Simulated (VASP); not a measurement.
# Na4H (Pm-3m) in VASP: further runs

One crystal, Na4H, is run at these levels: PBE; tasks: single point, relaxation of cell and atoms.

All numbers are computed with VASP 6.6.1; they aren't measurements. Logs are shortened: lines on timing, memory, paths and dates and some standing lists are left out, and cuts for length are marked.

**1. The cell of the first run**

It takes space group Pm-3m (No. 221, cubic). The conventional cell has a = 5.146 Å, b = 5.146 Å, c = 5.146 Å, α = 90.00°, β = 90.00°, γ = 90.00°. Around Na (site symmetry 4/mmm) lie 2 H at 2.57 Å. Around Na (site symmetry m-3m) lie 12 Na at 3.64 Å. Around H (site symmetry m-3m) lie 6 Na at 2.57 Å.

The cell was built by a generator and needn't be a form met in nature.

**2. Single point, PBE (random cell by space group and Wyckoff sites (Pm-3m, No. 221))**

File INCAR:

```
SYSTEM = Na4H
PREC     = Accurate       ! precision mode
ENCUT    = 520            ! plane-wave cutoff, eV
EDIFF    = 1E-6           ! SCF threshold, eV
ISMEAR   = 0              ! smearing method
SIGMA    = 0.1            ! smearing width, eV
LREAL    = .FALSE.        ! projectors in reciprocal space
LASPH    = .TRUE.         ! aspherical terms in the spheres
NELM     = 100            ! most SCF steps
ALGO     = Normal         ! electronic algorithm
ISIF     = 2              ! what is computed and relaxed
LWAVE    = .FALSE.        ! write WAVECAR
LCHARG   = .TRUE.         ! write CHGCAR
GGA      = PE             ! functional
LELF     = .TRUE.         ! ELF
LVHAR    = .TRUE.       
NBANDS   = 22             ! bands
```

File KPOINTS:

```
Automatic mesh
0
G
  8 8 8
  0 0 0
```

File POSCAR:

```
Na4H
1.0
    5.1456386285      0.0000000000      0.0000000000
    0.0000000000      5.1456386285      0.0000000000
    0.0000000000      0.0000000000      5.1456386285
Na H
4 1
Direct
    0.5000000000      0.0000000000      0.0000000000
    0.0000000000      0.5000000000      0.0000000000
    0.0000000000      0.0000000000      0.5000000000
    0.5000000000      0.5000000000      0.5000000000
    0.0000000000      0.0000000000      0.0000000000
```

Potentials or basis: VASP PAW PBE potentials, release 64 (Na_pv, H).

Started as:

```console
cat potpaw_PBE.64/Na_pv/POTCAR potpaw_PBE.64/H/POTCAR > POTCAR
mpirun -np 1 vasp_std > vasp.out
```

OUTCAR:

```text
SYSTEM = Na4H
   PREC = Accurate
   ENCUT = 520
   EDIFF = 1E-6
   ISMEAR = 0
   LREAL = .FALSE.
   LASPH = .TRUE.
   NELM = 100
   ISIF = 2
   GGA = PE

 ion  position               nearest neighbor table
   1  0.500  0.000  0.000-
   2  0.000  0.500  0.000-
   3  0.000  0.000  0.500-
   4  0.500  0.500  0.500-
   5  0.000  0.000  0.000-

  LATTYP: Found a simple cubic cell.
 ALAT       =     5.1456386285

  Lattice vectors:

 A1 = (   5.1456386285,   0.0000000000,   0.0000000000)
 A2 = (   0.0000000000,   5.1456386285,   0.0000000000)
 A3 = (   0.0000000000,   0.0000000000,   5.1456386285)

Analysis of symmetry for initial positions (statically):
=====================================================================
 Subroutine PRICEL returns:
 Original cell was already a primitive cell.

 Routine SETGRP: Setting up the symmetry group for a
 simple cubic supercell.

 Subroutine GETGRP returns: Found 48 space group operations
 (whereof 48 operations were pure point group operations)
 out of a pool of 48 trial point group operations.

The static configuration has the point symmetry O_h .

Analysis of symmetry for dynamics (positions and initial velocities):
=====================================================================
 Subroutine PRICEL returns:
 Original cell was already a primitive cell.

 Routine SETGRP: Setting up the symmetry group for a
 simple cubic supercell.

 Subroutine GETGRP returns: Found 48 space group operations
 (whereof 48 operations were pure point group operations)
 out of a pool of 48 trial point group operations.

The dynamic configuration has the point symmetry O_h .

 Subroutine INISYM returns: Found 48 space group operations
 (whereof 48 operations are pure point group operations),
 and found     1 'primitive' translations

----------------------------------------------------------------------------------------

                                     Primitive cell

  volume of cell :     136.2441

  direct lattice vectors                    reciprocal lattice vectors
     5.145638629  0.000000000  0.000000000     0.194339337  0.000000000  0.000000000
     0.000000000  5.145638629  0.000000000     0.000000000  0.194339337  0.000000000
     0.000000000  0.000000000  5.145638629     0.000000000  0.000000000  0.194339337

  length of vectors
     5.145638629  5.145638629  5.145638629     0.194339337  0.194339337  0.194339337

  position of ions in fractional coordinates (direct lattice)
     0.500000000  0.000000000  0.000000000
     0.000000000  0.500000000  0.000000000
     0.000000000  0.000000000  0.500000000
     0.500000000  0.500000000  0.500000000
     0.000000000  0.000000000  0.000000000

  ion indices of the primitive-cell ions
   primitive index   ion index
                 1           1
                 2           2
                 3           3
                 4           4
                 5           5

----------------------------------------------------------------------------------------

 KPOINTS: Automatic mesh

Automatic generation of k-mesh.
 Grid dimensions read from file:
 generate k-points for:    8    8    8

 Generating k-lattice:

  Cartesian coordinates                     Fractional coordinates (reciprocal lattice)
     0.024292417  0.000000000  0.000000000     0.125000000  0.000000000  0.000000000
     0.000000000  0.024292417  0.000000000     0.000000000  0.125000000  0.000000000
     0.000000000  0.000000000  0.024292417     0.000000000  0.000000000  0.125000000

  Length of vectors
     0.024292417  0.024292417  0.024292417

  Shift w.r.t. Gamma in fractional coordinates (k-lattice)
     0.000000000  0.000000000  0.000000000

 Subroutine IBZKPT returns following result:
 ===========================================

 Found     35 irreducible k-points:

 Following reciprocal coordinates:
            Coordinates               Weight
  0.000000  0.000000  0.000000      1.000000
  0.125000  0.000000  0.000000      6.000000
  0.250000  0.000000  0.000000      6.000000
  0.375000  0.000000  0.000000      6.000000
  0.500000  0.000000  0.000000      3.000000
  0.125000  0.125000  0.000000     12.000000
[... 16 lines left out ...]
  0.375000  0.375000  0.125000     24.000000
  0.500000  0.375000  0.125000     24.000000
 [... further k-points ...]
   k-points           NKPTS =     35   k-points in BZ     NKDIM =     35   number of bands    NBANDS=     22
   number of dos      NEDOS =    301   number of ions     NIONS =      5
   total plane-waves  NPLWV =  64000
   dimension x,y,z NGX =    40 NGY =   40 NGZ =   40
   dimension x,y,z NGXF=    80 NGYF=   80 NGZF=   80
   ions per type =               4   1
   NGX,Y,Z   is equivalent  to a cutoff of  12.92, 12.92, 12.92 a.u.
   NGXF,Y,Z  is equivalent  to a cutoff of  25.85, 25.85, 25.85 a.u.
 SYSTEM =  Na4H
   PREC   = accura    normal or accurate (medium, high low for compatibility)
   ISTART =      0    job   : 0-new  1-cont  2-samecut
   ICHARG =      2    charge: 1-file 2-atom 10-const
   ISPIN  =      1    spin polarized calculation?
   LNONCOLLINEAR =      F non collinear calculations
   LSORBIT =      F    spin-orbit coupling
   LASPH  =      T    aspherical Exc in radial PAW
   ENCUT  =  520.0 eV  38.22 Ry    6.18 a.u.   9.57  9.57  9.57*2*pi/ulx,y,z
   NELM   =    100;   NELMIN=  2; NELMDL= -5     # of ELM steps
   EDIFF  = 0.1E-05   stopping-criterion for ELM
   LREAL  =      F    real-space projection
   EDIFFG = 0.1E-04   stopping-criterion for IOM
   NSW    =      0    number of steps for IOM
   IBRION =     -1    ionic relax: 0-MD 1-quasi-New 2-CG
   NFREE  =      0    steps in history (QN), initial steepest desc. (CG)
   ISIF   =      2    stress and relaxation
   ISYM   =      2    0-nonsym 1-usesym 2-fastsym
   POTIM  = 0.5000    time-step for ionic-motion
   TEBEG  =    0.0;   TEEND  =   0.0 temperature during run
   PSTRESS=    0.0 pullay stress
   NELECT =      29.0000    total number of electrons
   NUPDOWN=      -1.0000    fix difference up-down
   EMIN   =  10.00;   EMAX   =-10.00  energy-range for DOS
   EFERMI =   0.00;   METHOD = LEGACY
   ISMEAR =     0;   SIGMA  =   0.10  broadening in eV -4-tet -1-fermi 0-gaus
   EFERMI_NEDOS =   21; number of points for ismear=-14 and -15
   IALGO  =     38    algorithm
   IMIX   =      4    mixing-type and parameters
     AMIX     =   0.40;   BMIX     =  1.00
     AMIX_MAG =   1.60;   BMIX_MAG =  1.00
  volume/ion in A,a.u.               =      27.25       183.88
  Fermi-wavevector in a.u.,A,eV,Ry     =   0.977466  1.847142 12.999541  0.955439
  Thomas-Fermi vector in A             =   2.108165
   LORBIT       =      0    0 simple, 1 ext, 2 COOP (PROOUT), +10 PAW based schemes
   GGA     = PE    functional components
   LHFCALC =     F    Hartree Fock is set to
   AEXX    =    0.0000 exact exchange contribution
   IVDW    =     0    specifies the selected vdW correction
   LEPSILON=     F    determine dielectric tensor
   LRPA    =     F    only Hartree local field effects (RPA)
 non-spin polarized calculation
 Gauss-broadening in eV      SIGMA  =   0.10
  energy-cutoff  :      520.00
  volume of cell :      136.24
 maximum number of plane-waves:      3743
 NGX is ok and might be reduce to    40
   NGX = 19   NGY = 19   NGZ = 19

 number of electron      29.0000069 magnetization

 Free energy of the ion-electron system (eV)
  ---------------------------------------------------
  ext. energy  EPLUGINS =         0.00000000
  ---------------------------------------------------
  free energy    TOTEN  =        -8.41516174 eV

  energy without entropy =       -8.40103618  energy(sigma->0) =       -8.40809896

 E-fermi :   0.6301     XC(G=0):  -6.8564

 val. band max:        0.5769392703   @ k =   0.3750   0.2500   0.1250
 cond. band min:       0.6457824792   @ k =   0.3750   0.2500   0.2500
 fundamental gap:      0.0688432089
 Fermi energy:         0.6300678153

 k-point     1 :       0.0000    0.0000    0.0000
  band No.  band energies     occupation
      1     -24.2567      2.00000
      2     -24.2567      2.00000
      3     -24.2567      2.00000
      4     -24.2416      2.00000
      5     -24.2416      2.00000
      6     -24.2416      2.00000
[... 14 lines left out ...]
     21       7.2121      0.00000
     22       7.2121      0.00000

 k-point     2 :       0.1250    0.0000    0.0000
  band No.  band energies     occupation
      1     -24.2559      2.00000
      2     -24.2559      2.00000
      3     -24.2556      2.00000
      4     -24.2418      2.00000
      5     -24.2418      2.00000
      6     -24.2416      2.00000
[... 14 lines left out ...]
     21       6.3509      0.00000
     22       7.0865      0.00000

 k-point     3 :       0.2500    0.0000    0.0000
  band No.  band energies     occupation
      1     -24.2536      2.00000
      2     -24.2536      2.00000
      3     -24.2525      2.00000
      4     -24.2426      2.00000
      5     -24.2426      2.00000
      6     -24.2418      2.00000
[... 14 lines left out ...]
     21       5.3326      0.00000
     22       6.3515      0.00000
[... 476 lines left out ...]
 k-point    23 :       0.3750    0.3750    0.1250
  band No.  band energies     occupation
      1     -24.2576      2.00000
      2     -24.2537      2.00000
      3     -24.2528      2.00000
      4     -24.2411      2.00000
      5     -24.2402      2.00000
      6     -24.2331      2.00000
[... 14 lines left out ...]
     21       5.6365      0.00000
     22       6.4034      0.00000

 k-point    24 :       0.5000    0.3750    0.1250
  band No.  band energies     occupation
      1     -24.2583      2.00000
      2     -24.2536      2.00000
      3     -24.2536      2.00000
      4     -24.2404      2.00000
      5     -24.2402      2.00000
      6     -24.2321      2.00000
[... 14 lines left out ...]
     21       5.4275      0.00000
     22       6.3721      0.00000

 [... further k-points ...]

------------------------ aborting loop because EDIFF is reached ----------------------------------------

  FORCE on cell =-STRESS in cart. coord.  units (eV):
  Direction    XX          YY          ZZ          XY          YZ          ZX
  --------------------------------------------------------------------------------------
  -------------------------------------------------------------------------------------
  Total       -0.0028365     -0.0028365     -0.0028365     -0.0000000     -0.0000000     -0.0000000
  in kB       -0.0333559     -0.0333559     -0.0333559     -0.0000000     -0.0000000     -0.0000000
  external PRESSURE =      -0.0333559 kB  Pullay stress =       0.0000000 kB

 VOLUME and BASIS-vectors are now :
 -----------------------------------------------------------------------------
  energy-cutoff  :      520.00
  volume of cell :      136.24
      direct lattice vectors                 reciprocal lattice vectors
     5.145638629  0.000000000  0.000000000     0.194339337  0.000000000  0.000000000
     0.000000000  5.145638629  0.000000000     0.000000000  0.194339337  0.000000000
     0.000000000  0.000000000  5.145638629     0.000000000  0.000000000  0.194339337

 POSITION                                       TOTAL-FORCE (eV/Angst)
 -----------------------------------------------------------------------------------
      2.57282      0.00000      0.00000         0.000000      0.000000      0.000000
      0.00000      2.57282      0.00000         0.000000      0.000000      0.000000
      0.00000      0.00000      2.57282         0.000000      0.000000      0.000000
      2.57282      2.57282      2.57282         0.000000      0.000000      0.000000
      0.00000      0.00000      0.00000         0.000000      0.000000      0.000000
 -----------------------------------------------------------------------------------
    total drift:                               -0.000000      0.000000     -0.000000

  FREE ENERGIE OF THE ION-ELECTRON SYSTEM (eV)
  ---------------------------------------------------
  free  energy   TOTEN  =        -8.4151617352 eV

  energy  without entropy=       -8.4010361764  energy(sigma->0) =       -8.40809896
```

Wall time 31 s (1 thread of Intel Xeon 6975P-C (Granite Rapids), shared host); peak memory 0.26 GiB.

Results:

- Free energy: -8.4152 eV
- Pressure: 0.0 GPa
- Band gap on the k mesh: none (metal or under the smearing width)

Levels at points of the mesh, in eV from the Fermi level:
```tsv
k point	band 11	band 12	band 13	band 14	band 15	band 16	band 17	band 18
(0.00, 0.00, 0.00)	-24.82	-24.82	-4.43	-1.03	1.85	1.85	1.85	2.41
(0.50, 0.00, 0.00)	-24.82	-24.82	-3.80	-2.03	0.42	3.08	3.08	3.15
(0.50, 0.50, 0.00)	-24.83	-24.81	-3.39	-0.62	-0.61	-0.61	2.91	4.26
(0.50, 0.50, 0.50)	-24.81	-24.81	-3.12	0.55	0.55	0.55	1.01	1.03
```

**3. Relaxation of cell and atoms, PBE (random cell by space group and Wyckoff sites (Pm-3m, No. 221))**

File INCAR:

```
  PREC = Accurate
  ENCUT = 600
  EDIFF = 1E-6
  ISMEAR = 0
  SIGMA = 0.1
  LREAL = False
  LASPH = True
  NELM = 100
  ALGO = Fast
  ISIF = 3
  LWAVE = False
  LCHARG = False
  GGA = PE
  IBRION = 2
  NSW = 100
  EDIFFG = -0.01
```

File KPOINTS:

```
Automatic mesh
0
Gamma
  8 8 8
```

POSCAR: that of step 2 with these lines changed.

```diff
@@ -2,5 +2,5 @@
 1.0
-    5.1456386285      0.0000000000      0.0000000000
-    0.0000000000      5.1456386285      0.0000000000
-    0.0000000000      0.0000000000      5.1456386285
+    5.1009685023      0.0000000000      0.0000000000
+    0.0000000000      5.1009685023      0.0000000000
+    0.0000000000      0.0000000000      5.1009685023
 Na H
```

Potentials or basis: VASP PAW PBE potentials, release 64 (Na_pv, H).

Started as:

```console
cat potpaw_PBE.64/Na_pv/POTCAR potpaw_PBE.64/H/POTCAR > POTCAR
mpirun -np 1 vasp_std > vasp.out
```

Wall time 82 s (1 thread of Intel Xeon 6975P-C (Granite Rapids), shared host); peak memory 0.3 GiB.

It converged, with:

| Item | Value |
| --- | --- |
| Free energy | -8.4150 eV |
| Relaxed volume | 27.14 Å³/atom |
| Relaxed cell | a = 5.139 Å, b = 5.139 Å, c = 5.139 Å, α = 90.00°, β = 90.00°, γ = 90.00° |
| Space group after relaxing (to 0.05 Å) | Pm-3m (No. 221) |
| Energy gained by relaxing | 0.7 meV/atom |
| Ionic steps | 3 |
| Pressure after relaxing | 0.0 GPa |
| Band gap on the k mesh | none (metal or under the smearing width) |

Step by step:
| step | energy change (eV) | largest force (eV/Å) | pressure (GPa) | volume (Å³) |
| --- | --- | --- | --- | --- |
| 1 | 0.0000 | 0.0000 | 0.33 | 132.73 |
| 2 | -0.0017 | 0.0000 | 0.21 | 133.78 |
| 3 | -0.0033 | 0.0000 | 0.05 | 135.70 |

Final structure:
```
CELL_PARAMETERS angstrom
5.13873 0.00000 0.00000
0.00000 5.13873 0.00000
0.00000 0.00000 5.13873
ATOMIC_POSITIONS crystal
Na 0.50000 0.00000 0.00000
Na 0.00000 0.50000 0.00000
Na 0.00000 0.00000 0.50000
Na 0.50000 0.50000 0.50000
H 0.00000 0.00000 0.00000
```

Levels at points of the mesh, in eV from the Fermi level:
```
           k point  band 10  band 11  band 12  band 13  band 14  band 15  band 16  band 17  band 18
(0.00, 0.00, 0.00)   -24.82   -24.82   -24.82    -4.44    -1.03     1.85     1.85     1.85     2.42
(0.50, 0.00, 0.00)   -24.82   -24.82   -24.82    -3.81    -2.03     0.42     3.08     3.08     3.16
(0.50, 0.50, 0.00)   -24.84   -24.82   -24.81    -3.40    -0.62    -0.61    -0.61     2.92     4.27
(0.50, 0.50, 0.50)   -24.83   -24.81   -24.81    -3.12     0.56     0.56     0.56     1.04     1.04
```

**4. Single point, PBE (random cell by space group and Wyckoff sites (Pm-3m, No. 221))**

File INCAR:

```
ALGO     = Normal         # electronic algorithm
EDIFF    = 1E-6           # SCF threshold, eV
ENCUT    = 520            # plane-wave cutoff, eV
GGA      = PE             # functional
ISIF     = 2              # what is computed and relaxed
ISMEAR   = 0              # smearing method
LASPH    = True           # aspherical terms in the spheres
LCHARG   = True           # write CHGCAR
LELF     = True           # ELF
LREAL    = False          # projectors in reciprocal space
LVHAR    = True         
LWAVE    = False          # write WAVECAR
NBANDS   = 22             # bands
NELM     = 100            # most SCF steps
PREC     = Accurate       # precision mode
SIGMA    = 0.1            # smearing width, eV
```

File KPOINTS:

```
k-points
0
Gamma
  4 4 4
```

POSCAR: that of step 3 with these lines changed.

```diff
@@ -2,5 +2,5 @@
 1.0
-    5.1009685023      0.0000000000      0.0000000000
-    0.0000000000      5.1009685023      0.0000000000
-    0.0000000000      0.0000000000      5.1009685023
+    4.4362014600      0.0000000000      0.0000000000
+    0.0000000000      4.4362014600      0.0000000000
+    0.0000000000      0.0000000000      4.4362014600
 Na H
```

Started as:

```console
cat potpaw_PBE.64/Na_pv/POTCAR potpaw_PBE.64/H/POTCAR > POTCAR
mpirun -np 1 vasp_std > vasp.out
```

It took 7.2 s on 1 thread of Intel Xeon 6975P-C (Granite Rapids), shared host; peak memory 0.19 GiB.

Results (log left out):

```yaml
Free_energy: -7.1826 eV
Pressure: 11.1 GPa
Band_gap_on_the_k_mesh: none (metal or under the smearing width)
```

Levels at points of the mesh, in eV from the Fermi level:
```
           k point  band 10  band 11  band 12  band 13  band 14  band 15  band 16  band 17  band 18  band 19
(0.00, 0.00, 0.00)   -24.65   -24.65   -24.65    -5.79    -1.21     2.51     2.51     2.51     2.98     2.98
(0.50, 0.00, 0.00)   -24.69   -24.68   -24.68    -4.85    -2.58     0.66     3.74     3.94     3.94     4.13
(0.50, 0.50, 0.00)   -24.68   -24.68   -24.64    -4.24    -0.74    -0.74    -0.71     4.32     5.35     5.69
(0.50, 0.50, 0.50)   -24.67   -24.64   -24.64    -3.80     0.71     0.71     0.71     1.51     1.51     1.51
```

**5. Overview**

```csv
task,cell,k mesh,cutoff (eV),gap on the mesh (eV),pressure (GPa)
single point,"random cell by space group and Wyckoff sites (Pm-3m, No. 221)",8 × 8 × 8,520,none,0.0
relaxation of cell and atoms,"relaxed from: random cell by space group and Wyckoff sites (Pm-3m, No. 221)",8 × 8 × 8,600,none,0.0
single point,"random cell by space group and Wyckoff sites (Pm-3m, No. 221)",4 × 4 × 4,520,none,11.1
```

Alike in all rows: level PBE; potentials or basis VASP PAW PBE potentials, release 64 (Na_pv, H); no spin polarisation; smearing gaussian 0.1 eV.

Total energies depend on the potentials used, so only differences within one code and one set of settings carry meaning.
